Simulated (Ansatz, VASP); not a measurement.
SiO: VASP beside Ansatz

File INCAR:

```
SYSTEM = SiO
PREC = Accurate
ENCUT = 520
EDIFF = 1E-7
ISMEAR = -1
SIGMA = 0.05
LREAL = .FALSE.
LASPH = .TRUE.
NELM = 100
ALGO = Normal
ISIF = 2
LWAVE = .FALSE.
LCHARG = .FALSE.
GGA = PE
NBANDS = 12
```

KPOINTS

```
Automatic mesh
0
G
  9 9 9
  0 0 0
```

POSCAR

```
SiO
1.0
    2.8620226042      0.0000000000      0.0000000000
    0.0000000000      2.8620226042      0.0000000000
    0.0000000000      0.0000000000      2.8620226042
Si O
1 1
Direct
    0.0000000000      0.0000000000      0.0000000000
    0.5000000000      0.5000000000      0.5000000000
```

File input.yaml:

```yaml
crystal:
  lattice:
    - [2.8620226042, 0.0, 0.0]
    - [0.0, 2.8620226042, 0.0]
    - [0.0, 0.0, 2.8620226042]
  atoms:
    - { symbol: Si, position: [0.0, 0.0, 0.0] }
    - { symbol: O, position: [0.5, 0.5, 0.5] }
hamiltonian:
  xc: pbe
  pseudopotentials: { kind: paw }
kpoints:
  mp_grid: { grid: [9, 9, 9] }
scf:
  occupations: { method: fermi_dirac, width: 0.05 }
output:
  forces: true
  stress: true
  eigenvalues: true
```

Change from the starting cell: volume scaled by 1.06.

Alike in both runs: task single point; functional PBE; k mesh 9 × 9 × 9; occupations fermi-dirac, width 0.05 eV; no spin polarisation.

```csv
,VASP,Ansatz
version,VASP 6.6.1,Ansatz 0.2.0
potentials or method,"VASP PAW PBE potentials, release 64 (Si, O)",Ansatz PAW
plane-wave cutoff (eV),520,420
valence electrons in the cell,10,10
```

VASP gave:

```
gap on the k mesh at the Fermi level (eV) : none
pressure (GPa)                            : -6.7
```

What did Ansatz give for the same quantities?

gap on the k mesh at the Fermi level (eV): none; pressure (GPa): -6.6.

A gap of «none» marks a metal or a gap that the smearing closes. With one functional, cell and mesh, what is left measures potentials, basis and numerics.

Caveats: the pressure holds a Pulay correction of +0.5 GPa for the finite cutoff (Ansatz).
